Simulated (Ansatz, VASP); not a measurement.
## One calculation of PbSe, two programs

Contents of INCAR:

```
SYSTEM = PbSe
PREC = Accurate
ENCUT = 520
EDIFF = 1E-6
ISMEAR = -1
SIGMA = 0.02
LREAL = .False.
LASPH = .True.
NELM = 100
ALGO = Normal
ISIF = 2
LWAVE = .False.
LCHARG = .True.
GGA = PE
LELF = .True.
LVHAR = .True.
NBANDS = 17
```

KPOINTS

```
regular mesh
0
Gamma
  6 6 6
  0 0 0
```

The input POSCAR:

```
PbSe
1.0
    3.7681579152      0.0000000000      0.0000000000
    0.0000000000      3.7681579152      0.0000000000
    0.0000000000      0.0000000000      3.7681579152
Pb Se
1 1
Direct
    0.0000000000      0.0000000000      0.0000000000
    0.5000000000      0.5000000000      0.5000000000
```

Input for Ansatz:

```yaml
crystal:
  lattice:
    - [3.7681579152, 0.0, 0.0]
    - [0.0, 3.7681579152, 0.0]
    - [0.0, 0.0, 3.7681579152]
  atoms:
    - { symbol: Pb, position: [0.0, 0.0, 0.0] }
    - { symbol: Se, position: [0.5, 0.5, 0.5] }
kpoints:
  mp_grid: { grid: [6, 6, 6] }
hamiltonian:
  xc: pbe
scf:
  occupations: { method: fermi_dirac, width: 0.02 }
  n_extra_bands: 4
output:
  forces: true
  stress: true
  eigenvalues: true
```

The cell was built by a generator and needn't be a form met in nature.

Alike in both runs: task single point; functional PBE; k mesh 6 × 6 × 6; occupations fermi-dirac, width 0.02 eV; no spin polarisation.

|  | VASP | Ansatz |
| --- | --- | --- |
| version | VASP 6.6.1 | Ansatz 0.2.0 |
| potentials or method | VASP PAW PBE potentials, release 64 (Pb_d, Se) | plane waves, PAW |
| plane-wave cutoff (eV) | 520 | 420 |
| valence electrons in the cell | 20 | 30 |

```csv
,VASP,Ansatz,Ansatz less VASP
pressure (GPa),0.5,0.5,+0.02
```

The functional is the same, so the differences come from potentials, cutoffs and numerics. The two sets of potentials don't hold the same shells in valence.

The runs have no spin-orbit coupling, so splittings on Pb are missing.
